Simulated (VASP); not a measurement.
Write the native input for VASP 6.6.1 that does the following.

- Task: single point
- Functional: PBE
- Potentials or basis: VASP PAW PBE potentials, release 64 (Cd, Se)
- Cutoff: 520 eV
- k mesh: 6 × 6 × 6
- Occupations: gaussian, width 0.01 eV
- Spin: no spin polarisation
- Dipole correction: no
- Further INCAR settings: ALGO = Fast; EDIFF = 1e-06; NBANDS = 16

The structure of CdSe lies in POSCAR:

```
CdSe
1.0
    0.0000000000      3.0677809647      3.0677809647
    3.0677809647      0.0000000000      3.0677809647
    3.0677809647      3.0677809647      0.0000000000
Cd Se
1 1
Direct
    0.0000000000      0.0000000000      0.0000000000
    0.2500000000      0.2500000000      0.2500000000
```

The cell was built by a generator and needn't be a form met in nature.

These files were run (other wordings do the same):

INCAR

```
SYSTEM = CdSe
ALGO     = Fast           ! electronic algorithm
EDIFF    = 1E-6           ! SCF threshold, eV
ENCUT    = 520            ! plane-wave cutoff, eV
GGA      = PE             ! functional
ISIF     = 2              ! what is computed and relaxed
ISMEAR   = 0              ! smearing method
LASPH    = .True.         ! aspherical terms in the spheres
LCHARG   = .False.        ! write CHGCAR
LREAL    = .False.        ! projectors in reciprocal space
LWAVE    = .False.        ! write WAVECAR
NBANDS   = 16             ! bands
NELM     = 60             ! most SCF steps
PREC     = Accurate       ! precision mode
SIGMA    = 0.01           ! smearing width, eV
```

KPOINTS

```
k-points
0
Gamma
  6 6 6
  0 0 0
```

Potentials or basis: VASP PAW PBE potentials, release 64 (Cd, Se).

Run with:

```sh
$ cat potpaw_PBE.64/Cd/POTCAR potpaw_PBE.64/Se/POTCAR > POTCAR
$ mpirun -np 1 vasp_std > vasp.out
```

It gave:

| Property | Result |
| --- | --- |
| Pressure | 1.7 GPa |
| Band gap on the k mesh | 0.55 eV, direct |

It took 7.3 s on 1 thread of Intel(R) Xeon(R) 6975P-C (Granite Rapids) (shared host), peak memory 0.17 GiB.
